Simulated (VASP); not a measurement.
**Be: single point with PBE**

Sheet: Be, a sheet with vacuum.

```xyz
2
Lattice="3.6301 0.0000 0.0000 -1.8150 3.1437 0.0000 0.0000 0.0000 23.8000" Properties=species:S:1:pos:R:3 pbc="T T T"
Be    0.0000    2.0958    7.0000
Be    1.8150    1.0479    7.0000
```

The cell was built by a generator and needn't be a form met in nature.

- Program: VASP 6.6.1
- Task: single point
- Functional: PBE
- Potentials or basis: VASP PAW PBE potentials, release 64 (Be)
- Cutoff: 520 eV
- k mesh: 18 × 18 × 1
- Occupations: gaussian, width 0.1 eV
- Spin: no spin polarisation
- Dipole correction: yes
- Further INCAR settings: ALGO = Normal; EDIFF = 1e-07; NBANDS = 9

- Band gap on the k mesh: none (metal or under the smearing width)
- Work function of the upper face: 4.55 eV
- Work function of the lower face: 4.55 eV

Levels at points of the mesh, in eV from the Fermi level:
```tsv
k point	band 1	band 2	band 3	band 4	band 5	band 6	band 7
(0.00, 0.00, 0.00)	-5.40	-0.60	2.83	2.83	3.91	4.43	4.70
(0.50, 0.00, 0.00)	-2.70	-2.51	1.02	2.14	3.86	7.02	7.55
```

It took 75 s on 1 thread of Intel(R) Xeon(R) Platinum 8559C (Emerald Rapids) (shared host), peak memory 0.39 GiB.
